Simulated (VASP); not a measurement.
Wanted: the native input for a VASP 6.6.1 run.

```
Task                   : band structure
Functional             : r2SCAN
Potentials or basis    : VASP PAW PBE potentials, release 64 (C)
Cutoff                 : 520 eV
k mesh                 : 12 × 12 × 12
Occupations            : gaussian, width 0.02 eV
Spin                   : no spin polarisation
Further INCAR settings : ALGO = Normal; EDIFF = 1e-06; NBANDS = 11
```

The structure of C lies in POSCAR:

```
C                                       
1.0
    0.0000000000      1.7805637401      1.7805637401
    1.7805637401      0.0000000000      1.7805637401
    1.7805637401      1.7805637401      0.0000000000
  C             
     2
Direct
     0.7500000000000000    0.7500000000000000    0.7500000000000000
     0.5000000000000000    0.5000000000000000    0.5000000000000000
```

This isn't the form of C at room conditions, which is graphite.

One way to write it, as run:

INCAR

```
SYSTEM = C
  PREC = Accurate
  ENCUT = 520
  EDIFF = 1E-6
  ISMEAR = 0
  SIGMA = 0.02
  LREAL = .False.
  LASPH = .True.
  NELM = 60
  ALGO = Normal
  ISIF = 2
  LWAVE = .False.
  LCHARG = .False.
  METAGGA = R2SCAN
  LMIXTAU = .True.
  NBANDS = 11
```

KPOINTS

```
Automatic mesh
0
Gamma
  12 12 12
  0 0 0
```

KPOINTS_OPT

```
path GXWKGLUWLK,UX
10
line-mode
reciprocal
 0.0000000000  0.0000000000  0.0000000000  G
 0.5000000000  0.0000000000  0.5000000000  X

 0.5000000000  0.0000000000  0.5000000000  X
 0.5000000000  0.2500000000  0.7500000000  W

 0.5000000000  0.2500000000  0.7500000000  W
 0.3750000000  0.3750000000  0.7500000000  K

 0.3750000000  0.3750000000  0.7500000000  K
 0.0000000000  0.0000000000  0.0000000000  G

 0.0000000000  0.0000000000  0.0000000000  G
 0.5000000000  0.5000000000  0.5000000000  L

 0.5000000000  0.5000000000  0.5000000000  L
 0.6250000000  0.2500000000  0.6250000000  U

 0.6250000000  0.2500000000  0.6250000000  U
 0.5000000000  0.2500000000  0.7500000000  W

 0.5000000000  0.2500000000  0.7500000000  W
 0.5000000000  0.5000000000  0.5000000000  L

 0.5000000000  0.5000000000  0.5000000000  L
 0.3750000000  0.3750000000  0.7500000000  K

 0.6250000000  0.2500000000  0.6250000000  U
 0.5000000000  0.0000000000  0.5000000000  X
```

Potentials or basis: VASP PAW PBE potentials, release 64 (C).

Run with:

```sh
$ cat potpaw_PBE.64/C/POTCAR > POTCAR
$ mpirun -np 1 vasp_std > vasp.out
```

Results of the run:

* Pressure: 0.9 GPa
* Band gap on the k mesh: 4.35 eV, indirect (least direct gap 5.85 eV)
* Band gap along the path: 4.35 eV, indirect (least direct gap 5.85 eV)

Caveat: the PAW data sets were made with another functional, which shifts forces and pressure a little.

It took 56 s on 1 thread of Intel(R) Xeon(R) Platinum 8259CL CPU @ 2.50GHz (Skylake/Cascade Lake), with other jobs on the host, peak memory 0.12 GiB.
